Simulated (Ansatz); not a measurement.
# BN: band edges up the ladder

An exercise on one series of results from a longer session: the logs are not shown, and one member is left open.

The COD entry's cell or inner coordinates are ideal or old and differ from later refinements, so a difference from it is no clean test against experiment.

Computed with Ansatz 0.2.0 (DFT PBE+D3(BJ), scalar-relativistic, plane waves, PAW, unless a step's input says otherwise).

That is the level of the relaxation; later steps name their own.

1 further run of the same task is left out (set aside as unsound or not needed).

### The structure to begin with

It takes space group P6_3/mmc (No. 194, hexagonal). The conventional cell has a = 2.506 Å, b = 2.506 Å, c = 6.614 Å, α = 90.00°, β = 90.00°, γ = 120.00°. B (site symmetry -6m2) has 3 N at 1.45 Å as nearest neighbours. N (site symmetry -6m2) has 3 B at 1.45 Å as nearest neighbours.

Coordinates:

```cif
data_structure
_symmetry_space_group_name_H-M 'P6_3/mmc'
_symmetry_Int_Tables_number 194
_cell_length_a 2.5064
_cell_length_b 2.5064
_cell_length_c 6.6141
_cell_angle_alpha 90.000
_cell_angle_beta 90.000
_cell_angle_gamma 120.000
_cell_volume 35.98
loop_
_atom_site_label
_atom_site_type_symbol
_atom_site_symmetry_multiplicity
_atom_site_Wyckoff_symbol
_atom_site_fract_x
_atom_site_fract_y
_atom_site_fract_z
_atom_site_occupancy
B1 B 2 c 0.33333 0.66667 0.25000 1
N1 N 2 d 0.33333 0.66667 0.75000 1
```

This cell was relaxed beforehand with the same method: volume 9.00 Å³/atom, gap on the mesh 4.27 eV.

Set-up of the first run:

The input, input.yaml:

```yaml
crystal:
  lattice:
    - [2.5064254183, 0.0, 0.0]
    - [-1.2532127092, 2.170628085, 0.0]
    - [0.0, 0.0, 6.6141241205]
  atoms:
    - { symbol: B, position: [0.3333333333, 0.6666666667, 0.25] }
    - { symbol: B, position: [0.6666666667, 0.3333333333, 0.75] }
    - { symbol: "N", position: [0.3333333333, 0.6666666667, 0.75] }
    - { symbol: "N", position: [0.6666666667, 0.3333333333, 0.25] }
basis:
  ecutwfc: 420
kpoints:
  mp_grid: { grid: [12, 12, 4] }
  band_path: { path: [VBM, CBM], npoints: 2 }
hamiltonian:
  xc: pbe
  dispersion: d3bj
scf:
  occupations: { method: gaussian, width: 0.02 }
output:
  forces: true
  stress: true
  eigenvalues: true
```

Started as:

```
$ ansatz run input.yaml --threads 2 --pin off --max-ram 5120MiB --backend cpu --events-out ev --progress --plain --runs-dir out
```

Steps of the session up to this table: Band edges over the whole zone; Levels with PBE+D3(BJ), 250 eV and coarse mesh; Levels with LDA; Levels with PBE0; The run at Hartree-Fock.

One table of the session follows, with a row left open; its other results are not shown here.

| level | gap (eV) | least direct gap (eV) |
| --- | --- | --- |
| PBE+D3(BJ), 250 eV and coarse mesh | 4.20 | 4.63 |
| LDA | 4.03 | 4.50 |
| PBE0 | ? | ? |
| Hartree-Fock | 13.12 | 13.73 |

Q: Estimate the row for PBE0 from the others.

As computed: gap (eV): 6.28; least direct gap (eV): 6.80. In the column «gap (eV)» it lies between PBE+D3(BJ), 250 eV and coarse mesh (4.20) and Hartree-Fock (13.12).

Gaps are by band count over the mesh and the named points; a gap of 0 means that the bands overlap or touch.

Limits of these values: The settings are coarse, so take the values as rough. Warnings in the runs' records: cutoff below recommended.
